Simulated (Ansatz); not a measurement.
# ZrN: computed properties

These are results of DFT PBE, scalar-relativistic, plane waves, PAW in Ansatz 0.2.0, not measurements.

Settings: cutoff 420 eV, Γ-centred mesh 16×16×16 on the computed 2-atom cell, Gaussian smearing of 0.10 eV; no spin polarisation.

The structure is relaxed at this level of theory with its symmetry kept.

```cif
data_structure
_symmetry_space_group_name_H-M 'Fm-3m'
_symmetry_Int_Tables_number 225
_cell_length_a 4.5947
_cell_length_b 4.5947
_cell_length_c 4.5947
_cell_angle_alpha 90.000
_cell_angle_beta 90.000
_cell_angle_gamma 90.000
_cell_volume 97.00
loop_
_atom_site_label
_atom_site_type_symbol
_atom_site_symmetry_multiplicity
_atom_site_Wyckoff_symbol
_atom_site_fract_x
_atom_site_fract_y
_atom_site_fract_z
_atom_site_occupancy
Zr1 Zr 4 b 0.50000 0.00000 0.00000 1
N1 N 4 a 0.00000 0.00000 0.00000 1
```

**Question.** Formation energy from the elements' standard states (uncorrected)?

**Answer.** -1.731 eV/atom.

**Question.** Density of states at the Fermi level?

**Answer.** 0.68 states/eV per cell.

**Question.** Löwdin character within 0.5 eV of the Fermi level?

**Answer.** Zr 4d 78 %, N 2p 18 %.

**Question.** Bulk modulus?

**Answer.** 249 GPa.

**Question.** Its pressure derivative?

**Answer.** 4.3.

**Question.** Bader charges (e)?

**Answer.** Zr (1 in the cell) 1.89, N (1 in the cell) -1.89.

Spin polarisation was left out, and a magnetic state may lie lower.